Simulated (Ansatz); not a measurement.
# KBr: energy along a strain

KBr, Fm-3m, a = 6.585 Å (as given, not relaxed at this level: 0.2 GPa). Ansatz: r2SCAN, PAW, 500 eV, Γ-centred 6×6×6 mesh on 2 atoms, Gaussian smearing 0.05 eV; no spin polarisation. Cell vectors (Å): 0.000 3.292 3.292; 3.292 0.000 3.292; 3.292 3.292 0.000. The cell is strained by x per cent times the pattern (1 1 0 0 0 0) in the order xx yy zz yz xz xy (engineering shears), with fractional coordinates held. y is the free energy over the start, V0 = 35.693 Å³/atom. Points with a strain past 8.5 % were computed too (3) and aren't used here.

```
x (%) y (meV/atom)
-7.50             ?
-5.00         35.53
-2.50          9.04
 0.00          0.00
 2.50          3.69
 5.00         16.50
 7.50         35.67
```

Problem. Fit y = c1 x + c2 x² + c3 x³ to the other rows, get the stiffness along the pattern, and predict the missing energy.

Solution. Least squares on the rows shown. y = −0.90869 x + 1.0427 x² − 0.038503 x³. The clamped-ion stiffness p·C·p = 2 × 10.43 eV × 160.2 / 35.693 Å³ = 94 GPa; c1 is there for the stress left in the start, which by itself gives a slope of -0.80 meV/atom per %. At x = -7.50 the fit asked for gives 81.71 meV/atom. The run gave 85.59 meV/atom, so the fit is 3.88 meV/atom too low, 4.5 % of the span of the series, against an rms of 0.19 meV/atom on the fitted rows. The row lies outside the fitted range. With a term in x⁴ added, a fit to the same known rows predicts 85.11 meV/atom, so most of the miss is curvature that the known rows already hold.